Q: I have doped diamond and a Hall measurement that gives me the density of free carriers. What Seebeck coefficient should I expect, and can I get it without a band-structure calculation?

A: For an idealised crystal you can, with one number for electrons and one for holes. The values to aim at come from a density-functional calculation in which the doping only moves the chemical potential through fixed bands, and every carrier has the same relaxation time.

Diamond (C, space group Fd-3m, conventional a = 3.554 Å), computed with Ansatz 0.2.0: PBEsol, plane-wave PAW, scalar-relativistic, no spin polarisation, cutoff 420 eV, 12×12×12 k mesh, Gaussian smearing of 0.02 eV. Transport assumes interpolated rigid bands and a constant relaxation time τ. Doping is positive for holes; conductivity mass is ne²τ/conductivity.

```tsv
temperature (K)	doping (1e18 cm^-3)	Seebeck xx (microV/K)	conductivity mass 1 (m_e)
300	-1	-561	0.403
300	-10	-364	0.403
300	-100	-177	0.405
300	-1000	-50.6	0.424
300	1	532	0.492
300	10	335	0.492
300	100	152	0.496
300	1000	40.4	0.522
600	-1	-651	0.411
600	-10	-453	0.412
600	-100	-259	0.413
600	-1000	-95.9	0.429
600	1	621	0.501
600	10	423	0.501
600	100	231	0.504
600	1000	78.1	0.526
900	-1	-704	0.421
900	-10	-506	0.421
900	-100	-310	0.422
900	-1000	-133	0.437
900	1	674	0.510
900	10	476	0.511
900	100	281	0.513
900	1000	111	0.532
```

Negative doping means electrons, positive means holes, and the figure is the net density of free carriers. Seebeck xx is the voltage per kelvin, negative for electrons; I shall speak of its size, |S|. Conductivity mass 1 is the mass that turns carrier density and relaxation time into conductivity.

Q: What pattern should I look for first?

A: Compare the two lightest dopings at any temperature. Ten times more carriers lower |S| by 197 or 198 µV/K, for electrons and holes alike. A fixed step for a fixed factor is a logarithm. Towards 10²¹ cm⁻³ the steps shrink, so the logarithm can't be the whole rule.

Q: Where does the logarithm come from?

A: The Seebeck coefficient measures the energy that a current carries per charge, counted from the chemical potential and divided by temperature. It has two parts: how far the carriers sit above the band edge, and how far the chemical potential lies below it.

For a parabolic band, the density of states grows as the square root of the energy E, and the squared velocity grows as E. With a constant relaxation time, each energy therefore contributes to the current as E^(3/2) times the thermal occupation. Averaging over dilute carriers gives 5/2 kT above the edge.

The other part is a matter of counting. Let N be the effective density of states, roughly the number of places thermally within reach, and let u be the carrier density divided by N. When u is small, the chemical potential lies kT ln(1/u) below the edge. Adding the two parts gives the Pisarenko relation:

|S| = (k/e)(5/2 − ln u)

Since k/e is 86 µV/K, a decade costs 86 × ln 10, or 198 µV/K, which is the step in the table.

Q: And when the band fills up?

A: Then two carriers compete for the same state, and the occupation is no longer a simple exponential. At first this raises the mean energy of the current slightly more than it raises the chemical potential. The difference adds u/(8√2) to the bracket.

At high filling only carriers near the Fermi level matter. The electrons above it and the empty states below it nearly cancel, and what survives is the slope of the conductivity with energy. This is the Mott formula, which for a parabolic band gives |S| = (k/e)(π²/2)(kT/E_F), where E_F is the Fermi energy measured from the band edge. Because E_F/kT grows as u^(2/3), |S| now falls as a power of the density.

Q: Please give me that in a form for the back of an envelope.

A: Work out both expressions, in µV/K, and take the smaller:

- dilute: |S| = 215 − 198 log₁₀ u + 7.6 u
- dense: |S| = 352 u^(−2/3)

At 300 K, N is 55 × 10¹⁸ cm⁻³ for electrons and 39 × 10¹⁸ cm⁻³ for holes. At other temperatures, multiply by (T/300)^(3/2). Each N was obtained by solving the Pisarenko relation for the row at 300 K and 10¹⁸ cm⁻³; no other row was used. Taking the smaller value is a convenient way to join the two limits, not a theorem.

Q: Show me one estimate in full.

A: Take electrons at 600 K and 10²⁰ cm⁻³, a row that played no part in setting N. Doubling the temperature multiplies N by 2.83, so N = 55 × 2.83 = 156, in units of 10¹⁸ cm⁻³. The doping is 100 in the same units, which gives u = 0.64.

The logarithm of 0.64 is −0.19. The dilute expression becomes 215 + 38 + 5 = 258 µV/K. The dense one gives over 400 and is discarded. The calculation has 259.

Q: And one where the logarithm fails?

A: Take holes at 300 K and 10²¹ cm⁻³, also not used for N. Here u = 1000/39 = 25.6, so there are many more carriers than thermally accessible places. Raising 25.6 to the power 2/3 gives 8.7, and 352/8.7 is about 40 µV/K. The table has 40.4.

The dilute expression would have given about 130 µV/K, three times too much. Its last term was a small correction for a slightly crowded band and has no business at such a filling.

Q: Does temperature act in the same way on both sides?

A: No, and this is a good check on which side you are. For dilute carriers, a higher temperature opens more places and pushes the chemical potential further from the band. Doubling the temperature adds a fixed amount, (3/2) × 86 × ln 2 = 90 µV/K, whatever the starting value.

In a well-filled band, |S| is instead proportional to temperature. For electrons at 10²¹ cm⁻³ it rises from 50.6 to 95.9 µV/K between 300 and 600 K, which is nearly a doubling.

Q: How far can I trust the rule over the whole table?

A: Up to 10²⁰ cm⁻³ it stays within 2 percent of the computed value for both carriers at all three temperatures. Over the 22 rows that did not set N, the root-mean-square miss is 2 µV/K. The worst case is electrons at 600 K and 10²¹ cm⁻³, where the rule is 6 percent too high.

That row has u = 6.4, close to where the two expressions cross. The other two misses above 2 percent, both for holes at 10²¹ cm⁻³, lie on either side of the crossing. All three estimates are too high. The likely cause is the joint, not the shape of the bands: each expression lacks higher terms that matter here. The full Fermi integrals of a parabolic band, with the same N, are expected to remove most of the excess. Between u = 4 and u = 10, then, expect the rule to overshoot by several percent.

Q: Something bothers me. The electrons have the smaller conductivity mass, yet the larger |S|. I thought a large Seebeck coefficient needed heavy carriers.

A: It needs many states, and heavy carriers are only one way to have them. In this calculation the lowest conduction state lies between the centre of the Brillouin zone and its face along a cubic axis. Symmetry repeats it in six directions, so there are six equal valleys. Six valleys offer six times the places, while each electron moves as easily as it would with one.

You can estimate how much this explains. N grows as a mass to the power 3/2, so six valleys act like a single one whose mass is 6^(2/3) = 3.3 times larger. Multiplying by the conductivity mass of 0.403 gives 1.33 electron masses, whereas the fitted N corresponds to 1.69. An estimate of |S| from the valleys alone would be 31 µV/K too low at light doping. Holes have several bands to share as well, since three meet at the top of the valence band when spin-orbit coupling is left out. Take the 31 µV/K off the electrons' 561 at 300 K and 10¹⁸ cm⁻³, and 530 is left, against 532 for holes. The valleys alone would only bring electrons level with holes, not ahead of them.

Q: What supplies the rest?

A: Most likely the shape of the valleys. If a valley is elongated, its mass is large along one direction and small along the other two. Conductivity averages the inverse masses and so favours the light directions, while the number of states depends on the product of all three masses. The table can't show this directly, because cubic symmetry makes the total conductivity the same in every direction.

The fitted N also leans on the interpolation. The floor of the valley falls between the calculated points, about 0.03 eV below the lowest of them, and kT at 300 K is only 0.026 eV. How much N would move on a denser mesh was not tested.

Q: The conductivity mass creeps up with temperature. Doesn't that spoil a rule built on parabolic bands?

A: Hardly, and the reason is instructive. The crystal is held fixed, so the rise of 4.5 percent for the most dilute electrons between 300 and 900 K points to bands that flatten away from the edge. Flatter bands have more states, which raises |S|. They also have slower carriers at high energy, which lowers the mean energy of the current and takes part of the gain back.

To see the balance, replace E in the parabolic law by E(1 + αE), with a small constant α. To first order, the extra states add (15/4)αkT to ln N, and the slower carriers remove (5/4)αkT from the mean energy in units of kT. The net gain is (5/2)αkT, half the fractional rise of the conductivity mass, which is 5αkT. Half of 4.5 percent of 86 µV/K is about 2 µV/K, little more than the last printed digit. At 10¹⁸ cm⁻³ the miss of the rule drifts by about 1 µV/K for electrons between 300 and 900 K and hardly at all for holes, so the table shows that the gain is small but not its exact size. At light doping, and with bands this close to parabolic, the flattening shows more clearly in the conductivity mass than in the Seebeck coefficient.

Q: So if I measure |S| on my sample, can I turn the rule round and read off the carrier density?

A: Only with a generous margin. The rule and the calculation share the assumption of a constant relaxation time, so their agreement doesn't test it. If acoustic phonons dominate the scattering, the relaxation time falls as E^(−1/2), and the 5/2 in the Pisarenko relation becomes 2. That lowers |S| by half of 86, or 43 µV/K. Scattering by charged dopants works the opposite way: in the simplest theory the relaxation time grows as E^(3/2), and the 5/2 becomes 4. Phonons also act in a second way: as they stream from the hot end to the cold one, they drag carriers along and raise |S|. The calculation leaves this drag out, yet in a lattice as stiff as diamond's it can be expected to add a good deal near room temperature, above all at light doping.

Because the dilute relation is logarithmic, a modest error in |S| becomes a large one in density. A shift of 43 µV/K changes the inferred density by a factor of e^(1/2), about 1.6. At light doping the reverse direction is safer: a density wrong by the same factor costs those 43 µV/K, under a tenth of |S| at 10¹⁸ cm⁻³. In a well-filled band, where |S| goes as u^(−2/3), the same error moves it by more than a quarter.

So start from the Hall density, not from the number of dopant atoms. Boron and phosphorus levels in diamond are deep, and at room temperature dilute dopants release only a small part of their carriers. Free densities as high as those in the table are expected there only when the dopants are dense enough to form a band of their own, which rigid bands don't describe. The Hall density itself equals the carrier density only up to a factor of order one, which elongated valleys and energy-dependent scattering move away from one. Divide the Hall density by N, evaluate both expressions and keep the smaller. If a careful measurement then differs by tens of µV/K or more, look at the scattering and the phonons before you change N.
